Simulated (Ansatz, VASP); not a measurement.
# Cross-check of Ti36O71 (V_O hop (2.5 A)) between VASP and Ansatz, part 2 of 2

Aim: how closely do two programs agree when they are given the same cell, functional and k mesh? The Ansatz run is a path of several images between two structures; VASP solves its first image, and the two are compared there.

VASP 6.6.1 and Ansatz 0.2.0.

So far: Starting point; Ansatz: path of images, PBEsol.

## 3. VASP: single point, PBEsol

Level of this step: PBEsol, no spin polarisation; plane waves and PAW (Ti_sv, O) (VASP).

The same cell, functional and mesh now go to VASP, with its own data sets.

Lines of VASP's logs that name or quote its potential files are left out, and so is its time.

INCAR reads:

```
SYSTEM = Ti36O71
PREC = Accurate
ENCUT = 520
EDIFF = 1E-06
NELM = 120
ISMEAR = 0
SIGMA = 0.01
LREAL = Auto
ALGO = Normal
GGA = PS
NELECT = 856
NBANDS = 502
LASPH = .TRUE.
LORBIT = 11
LWAVE = .FALSE.
LCHARG = .FALSE.
ISIF = 2
ISYM = 0
GGA_COMPAT = .FALSE.
EFERMI = MIDGAP
```

POSCAR reads:

```
Ti36O71
1.0
    0.0000000000    -11.3063796292      0.0000000000
   11.3063796292      0.0000000000      0.0000000000
   -3.7687932097      3.7687932097      9.5583074700
Ti O
36 71
Direct
    0.0008566298      0.0002058468      0.0015297687
    0.2511662676      0.0848032883      0.2507039042
[... 3 atom lines left out ...]
    0.2493624612      0.4163945318      0.2486521811
    0.9994941862      0.3342573133      0.4997071935
[... 3 atom lines left out ...]
    0.9999445842      0.6654307298      0.4997627472
[... 2 atom lines left out ...]
    0.5800642928      0.0604898407      0.2399330642
[... 2 atom lines left out ...]
    0.3263249556      0.3316388582      0.9938706722
    0.5756874479      0.4181269326      0.2270973189
    0.3333567218      0.3340591571      0.4993849607
    0.5823060053      0.4177091086      0.7507208805
[... 1 atom line left out ...]
    0.5806184538      0.7401782827      0.2428240572
    0.3334753016      0.6652754996      0.4994416653
[... 2 atom lines left out ...]
    0.9170631261      0.0848961276      0.2509115769
[... 2 atom lines left out ...]
    0.6710896944      0.3322492233      0.9954987847
    0.9175155714      0.4165260251      0.2489691828
    0.6700150309      0.3168152330      0.5086414112
    0.9192455380      0.4184206776      0.7525828210
[... 2 atom lines left out ...]
    0.6716022828      0.6935374210      0.5138152351
[... 1 atom line left out ...]
    0.3207919758      0.1533544704      0.4575140540
[... 2 atom lines left out ...]
    0.2654154076      0.2646561902      0.2915772493
    0.3186500341      0.1513587294      0.9552642064
[... 3 atom lines left out ...]
    0.3184541652      0.4853263260      0.4561345211
[... 2 atom lines left out ...]
    0.2625320415      0.5974755092      0.2928945327
[... 12 atom lines left out ...]
    0.6498388581      0.1456918909      0.4486167675
    0.4059198832      0.0768759167      0.2084604420
    0.5135428879      0.0093213610      0.0402120356
    0.6113167105      0.3198066863      0.3324825038
    0.6518517851      0.1519839065      0.9567186480
[... 3 atom lines left out ...]
    0.3988632131      0.4063738401      0.2006076919
    0.5111741956      0.3438403485      0.0330000893
    0.6047881526      0.5953659499      0.3140770486
[... 2 atom lines left out ...]
    0.5167264702      0.3533732076      0.5437389429
    0.5985108819      0.5982958706      0.7941341104
    0.6537873519      0.8263149040      0.4614323209
[... 5 atom lines left out ...]
    0.5184960071      0.6698754986      0.5434701715
[... 1 atom line left out ...]
    0.9845850237      0.1534123311      0.4575178204
    0.7336388792      0.0768027174      0.2083764313
[... 1 atom line left out ...]
    0.9296152616      0.2646658926      0.2915424105
[... 4 atom lines left out ...]
    0.9860030287      0.4853498413      0.4561148523
    0.7356316066      0.4066786507      0.2010092274
[... 1 atom line left out ...]
    0.9337857189      0.5975578436      0.2929733124
[... 1 atom line left out ...]
    0.7375346694      0.4037824761      0.7112194310
    0.8465236432      0.3533307571      0.5443030595
    0.9317973823      0.5985864763      0.7949905382
[... 5 atom lines left out ...]
    0.7381700092      0.7435220319      0.7138309812
    0.8442225612      0.6699606785      0.5432340418
    0.9323237910      0.9305715943      0.7927940196
```

KPOINTS reads:

```
Points of the shifted mesh
1
Reciprocal
 0.2500000000  0.2500000000  0.2500000000 1
```

Potentials, in the order of the species: Ti_sv and O (PBE family, release 64).

Run with:

```console
> export OMP_NUM_THREADS=3
> mpirun -np 1 vasp_std
```

Numbers of over 12 decimals in the logs are rounded to 6 here.

Log:

```text
[banner, memory and clock lines left out]
running    1 mpi-ranks, on    1 nodes
[...]
Offloading initialized ...    1 GPUs detected
[...]
|                                                                             |
|               ----> ADVICE to this user running VASP <----                  |
|                                                                             |
|     You enforced a specific xc type in the INCAR file but a different       |
|     [... a line on the potential file left out ...]
|     I HOPE YOU KNOW WHAT YOU ARE DOING!                                     |
|                                                                             |

 LDA part: xc-table for (Slater+PW92), standard interpolation
 POSCAR, INCAR and KPOINTS ok, starting setup
[...]
entering main loop
       N       E                     dE             d eps       ncg     rms          rms(c)
DAV:   1     0.148960041469E+05    0.14896E+05   -0.41246E+05  1012   0.201E+03
DAV:   2     0.233887152581E+04   -0.12557E+05   -0.12071E+05  1004   0.645E+02
DAV:   3    -0.934127902089E+03   -0.32730E+04   -0.31660E+04  1212   0.283E+02
DAV:   4    -0.127286007466E+04   -0.33873E+03   -0.33763E+03  1376   0.986E+01
DAV:   5    -0.130179498308E+04   -0.28935E+02   -0.28922E+02  1608   0.231E+01BRMIX: very serious problems
 the old and the new charge density differ
 old charge density:   858.00000 new  856.00000
    0.138E+02
DAV:   6    -0.101881192984E+04    0.28298E+03   -0.19556E+03  1410   0.105E+02    0.537E+01
DAV:   7    -0.101523300432E+04    0.35789E+01   -0.28955E+02  1440   0.312E+01    0.326E+01
DAV:   8    -0.101539569975E+04   -0.16270E+00   -0.53308E+01  1400   0.176E+01    0.140E+01
DAV:   9    -0.101370854702E+04    0.16872E+01   -0.26230E+01  1408   0.119E+01    0.584E+00
[...]
DAV:  17    -0.101365130228E+04    0.80987E-06   -0.14187E-04  1488   0.288E-02    0.174E-02
DAV:  18    -0.101365131018E+04   -0.78970E-05   -0.57354E-05  1392   0.152E-02    0.949E-03
DAV:  19    -0.101365131089E+04   -0.71138E-06   -0.97546E-06  1296   0.784E-03
   1 F= -.10136513E+04 E0= -.10136513E+04  d E =0.000000E+00
```

From OUTCAR (step 3):

```text
  FREE ENERGIE OF THE ION-ELECTRON SYSTEM (eV)
  ---------------------------------------------------
  free  energy   TOTEN  =     -1013.6513108924 eV

  energy  without entropy=    -1013.6513108924  energy(sigma->0) =    -1013.65131089
```

This run has no spin polarisation, so a moment on Ti, if there is one, isn't seen.

## 4. Comparison

Known differences besides the potentials themselves: fixed occupations in Ansatz, narrow Gaussian smearing in VASP; the cutoff is 420 eV in Ansatz and 520 eV in VASP (PREC = Accurate, projectors in real space); Ansatz makes its cores anew for this functional, VASP keeps those of its PBE data sets. Total energies have different zeros and are not compared.

At this near-relaxed geometry the largest component of a force difference is 81 meV/Å. The cell carries a charge of +2 e against a uniform background, so its pressure also hangs on how the neutralising background is counted, and in a defect's cell a gap may be the spacing between its levels.

## 5. Summary of results

| Property | Result |
| --- | --- |
| r.m.s. force difference (single point, PBEsol) | 16 meV/Å |

**Reading.** The r.m.s. force difference is 16 meV/Å (single point, PBEsol), beyond the 12 meV/Å picked in this series as the mark of a large difference. What causes the difference of the single point, PBEsol pair stays open here. 4 further runs of this series are not shown here. How closely two codes agree says nothing of how well the functional describes the real material.

[Lines on the potential files, build, host, timing and source positions are cut from VASP's logs without a mark.]

[Logs are printed without paths, hosts, clocks, repeated set-up lines and the standing remarks that a program may print on its own settings, such as how far it seeks lower states.]

[Hosts, paths, dates, database ids (printed as entryN), source tags and the programs' standing remarks are cut or masked in the printed files.]
